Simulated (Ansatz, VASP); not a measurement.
## One calculation of Ge, two programs

File INCAR:

```
PREC     = Accurate       # precision mode
ENCUT    = 600            # plane-wave cutoff, eV
EDIFF    = 1E-6           # SCF threshold, eV
ISMEAR   = -1             # smearing method
SIGMA    = 0.05           # smearing width, eV
LREAL    = F              # projectors in reciprocal space
LASPH    = T              # aspherical terms in the spheres
NELM     = 60             # most SCF steps
ALGO     = Fast           # electronic algorithm
ISIF     = 3              # what is computed and relaxed
LWAVE    = F              # write WAVECAR
LCHARG   = F              # write CHGCAR
GGA      = PS             # functional
IVDW     = 12             # dispersion correction
IBRION   = 2              # ionic algorithm
NSW      = 40             # ionic steps
EDIFFG   = -0.01          # ionic threshold
```

The input KPOINTS:

```
Automatic mesh
0
Gamma
  8 8 8
```

The input POSCAR:

```
Ge
1.0
    0.0000000000      2.8289100000      2.8289100000
    2.8289100000      0.0000000000      2.8289100000
    2.8289100000      2.8289100000      0.0000000000
Ge
2
Direct
    0.7500000000      0.7500000000      0.7500000000
    0.5000000000      0.5000000000      0.5000000000
```

Contents of input.yaml:

```yaml
crystal:
  lattice:
    - [0.0, 2.82891, 2.82891]
    - [2.82891, 0.0, 2.82891]
    - [2.82891, 2.82891, 0.0]
  atoms:
    - { symbol: Ge, position: [0.75, 0.75, 0.75] }
    - { symbol: Ge, position: [0.5, 0.5, 0.5] }
hamiltonian:
  xc: pbesol
  pseudopotentials: { kind: paw }
  dispersion: d3bj
kpoints:
  mp_grid: { grid: [8, 8, 8] }
scf:
  occupations: { method: fermi_dirac, width: 0.05 }
output:
  forces: true
  stress: true
relax:
  f_tol: 0.01
  max_steps: 40
  cell: { stress_tol: 0.05 }
```

Alike in both runs: task relaxation of cell and atoms; functional PBEsol; dispersion D3(BJ); k mesh 8 × 8 × 8; occupations fermi-dirac, width 0.05 eV; no spin polarisation.

|  | VASP | Ansatz |
| --- | --- | --- |
| version | VASP 6.6.1 | Ansatz 0.2.0 |
| potentials or method | VASP PAW PBE potentials, release 64 (Ge_d) | Ansatz PAW |
| plane-wave cutoff (eV) | 600 | 420 |
| valence electrons in the cell | 28 | 28 |

VASP gave:

```
relaxed volume (Å³/atom)                                     : 22.22
relaxed cell length with the largest relative difference (Å) : 3.976
energy change over the relaxation (meV/atom)                 : -2
```

Q: What did Ansatz give for the same quantities?

A: Relaxed volume (Å³/atom): 22.23; relaxed cell length with the largest relative difference (Å): 3.976; energy change over the relaxation (meV/atom): -2.

Caveats: the PAW data sets were made with another functional, which shifts forces and pressure a little (VASP); the plane-wave basis is chosen anew once the cell has moved, so the energies of steps on either side of that aren't comparable (Ansatz); the PAW data sets come from PBE, with cores solved anew for the run's functional, which leaves a small shift of forces and pressure (Ansatz). A hybrid or GW would open this gap; PBEsol tends to underestimate it. A k mesh can miss the band edges.
